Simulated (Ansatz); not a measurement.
Runs of Ansatz 0.2.0 on ZnO (zincite). It takes space group P6_3mc (No. 186, hexagonal). Conventional cell: a = 3.249 Å, b = 3.249 Å, c = 5.206 Å, α = 90.00°, β = 90.00°, γ = 120.00°. Zn (site symmetry 3m) is surrounded by 4 O at 1.97 to 1.98 Å. O (site symmetry 3m) is surrounded by 4 Zn at 1.97 to 1.98 Å. 

```csv
task,level,cell,k mesh,smearing,points for each segment of the path,atoms under strain,gap on the mesh (eV),pressure (GPa),largest force (eV/Å)
band structure,LDA,as given,9 × 9 × 5,fermi-dirac 0.05 eV,14,-,0.74,-7.1,0.05
elastic constants,PBEsol,as given,7 × 7 × 4,fixed,-,clamped,(d),-1.5,(b)
band structure,PBE,as given,9 × 9 × 5,fermi-dirac 0.05 eV,14,-,0.80,4.9,0.07
relaxation of cell and atoms,PBEsol+D3(BJ),relaxed,9 × 9 × 5,fermi-dirac 0.05 eV,-,-,(c),0.0,-
band structure,RPBE,as given,9 × 9 × 5,fermi-dirac 0.05 eV,14,-,(a),9.5,0.08
```

Alike in all rows: potentials or basis Ansatz PAW; no spin polarisation; cutoff (eV) 420.

Task: Fill in the values left out.

Result: (a) 0.90; (b) 0.06; (c) 0.73; (d) 0.70.

Caveats: the PAW data sets come from PBE, with cores solved anew for the run's functional, which leaves a small shift of forces and pressure (some runs); odd divisions of the mesh miss points on the zone boundary, where band edges often lie, so the gap on the mesh can be too wide (some runs); the plane-wave basis is chosen anew once the cell has moved, so the energies of steps on either side of that aren't comparable (some runs).

A k mesh can miss the band edges.
